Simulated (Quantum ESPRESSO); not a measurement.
Crystal: GaN.

```xyz
4
Lattice="3.1800 0.0000 0.0000 -1.5900 2.7540 0.0000 0.0000 0.0000 5.1660" Properties=species:S:1:pos:R:3 pbc="T T T"
Ga    1.5900    0.9180    2.5830
Ga    0.0000    1.8360    0.0000
N     1.5900    0.9180    4.5203
N     0.0000    1.8360    1.9373
```

```yaml
Program: Quantum ESPRESSO 7.5
Task: phonons
Functional: PBE
Potentials_or_basis: SPMS 1.0 PBE
Cutoff: 1197 eV
Density_cutoff: 4789 eV
k_mesh: 6 × 6 × 2, shifted
Occupations: fermi-dirac, width 0.05 eV
Spin: no spin polarisation
Mixing_beta: 0.5
Most_SCF_iterations: 120
SCF_threshold: 8e-10 Ry
```

The atoms were relaxed first, and the response was taken there.

The first run showed a gap, so the response started from a second, tighter run with fixed occupations.

Question: What is the highest optical frequency at the zone centre, leaving out the macroscopic field of polar modes?

Answer: 694 cm⁻¹, a mode of symmetry B1 (silent).

Optical modes at Γ, degenerate ones joined, polar ones without the macroscopic field:
| cm⁻¹ | components | symmetry | active in | IR intensity, summed ((D/Å)²/amu) |
| --- | --- | --- | --- | --- |
| 135 | 2 | E2 | Raman | 0.00 |
| 332 | 1 | B1 | silent | 0.00 |
| 536 | 1 | A1 | IR and Raman | 30.40 |
| 558 | 2 | E1 | IR and Raman | 56.09 |
| 570 | 2 | E2 | Raman | 0.00 |
| 694 | 1 | B1 | silent | 0.00 |

Caveat: the k mesh is coarse (spacing up to 0.61 Å⁻¹), so the values aren't converged; the cell is more than 3 GPa from zero pressure, which shifts response properties.
